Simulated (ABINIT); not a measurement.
Pt in ABINIT: convergence with cutoff

Pt:

```
CELL_PARAMETERS angstrom
2.76067 0.00000 0.00000
-1.38033 2.39081 0.00000
0.00000 0.00000 4.79213
ATOMIC_POSITIONS crystal
Pt 0.33333 0.66667 0.25000
Pt 0.66667 0.33333 0.75000
```

This isn't the form of Pt at room conditions, which is fcc.

```yaml
Program: ABINIT 10.8.3 (patched build)
Task: single point
Functional: PBEsol
Potentials_or_basis: PseudoDojo NC SR PBEsol v0.4.1 standard
Cutoff: 463 eV
k_mesh: 9 × 9 × 5
Occupations: fermi-dirac, width 0.05 eV
Spin: no spin polarisation
```

These are the settings of the first run; the series varies cutoff, with any setting tied to it.

Hardware: 1 thread of Arm Neoverse V1, with other jobs on the host.

Task: The values tried are 17 Ha, 21 Ha, 25 Ha, 29.5 Ha, 35.5 Ha, 42 Ha, 48.5 Ha, 56.5 Ha, 67 Ha, loosest first. From which on does the energy stay within 1 meV/atom of the tightest run that finished?

Result: From 48.5 Ha on.

| cutoff | energy less the tightest run, at zero smearing (meV/atom) | pressure (GPa) | SCF cycles | CPU time (s) | peak memory (GiB) |
| --- | --- | --- | --- | --- | --- |
| 17 Ha | 8343.83 | -217.12 | 8 | 15 | 0.06 |
| 21 Ha | 3314.67 | -126.11 | 8 | 23 | 0.07 |
| 25 Ha | 1134.76 | -66.73 | 8 | 28 | 0.07 |
| 29.5 Ha | 264.76 | -30.34 | 8 | 38 | 0.08 |
| 35.5 Ha | 20.59 | -14.10 | 8 | 50 | 0.09 |
| 42 Ha | 1.19 | -11.66 | 8 | 61 | 0.1 |
| 48.5 Ha | 0.83 | -11.65 | 8 | 83 | 0.11 |
| 56.5 Ha | 0.30 | -11.63 | 8 | 98 | 0.13 |
| 67 Ha | 0.00 | -11.64 | 8 | 130 | 0.15 |

Against the tightest run, the pressure stays within 0.1 GPa from 42 Ha on. The tightest run that finished is the yardstick and may itself not be fully converged.

The run has no spin-orbit coupling, so splittings on Pt are missing.
